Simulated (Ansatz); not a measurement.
# diamond against fcc along group 5

All numbers below come from DFT, PBEsol, plane waves (420 eV) with PAW, scalar-relativistic in Ansatz. (PAW data from PBE, frozen cores regenerated.)

Each structure is relaxed within its symmetry, in the lowest magnetic state of the tried starts. Differences under about 8 meV lie within the error of the k-point mesh.

```json
{"element": "V", "E(diamond) − E(fcc) (meV/atom)": "?", "V(diamond) (Å³/atom)": "?", "V(fcc) (Å³/atom)": "?", "state of diamond": "?", "state of fcc": "?"}
{"element": "Nb", "E(diamond) − E(fcc) (meV/atom)": "2296", "V(diamond) (Å³/atom)": "24.56", "V(fcc) (Å³/atom)": "18.17", "state of diamond": "spin not included", "state of fcc": "spin not included"}
{"element": "Ta", "E(diamond) − E(fcc) (meV/atom)": "2777", "V(diamond) (Å³/atom)": "27.06", "V(fcc) (Å³/atom)": "18.21", "state of diamond": "spin not included", "state of fcc": "spin not included"}
```

Fill in the row of V.

E(diamond) − E(fcc) (meV/atom): 2215; V(diamond) (Å³/atom): 17.55; V(fcc) (Å³/atom): 13.41; state of diamond: spin not included; state of fcc: spin not included.
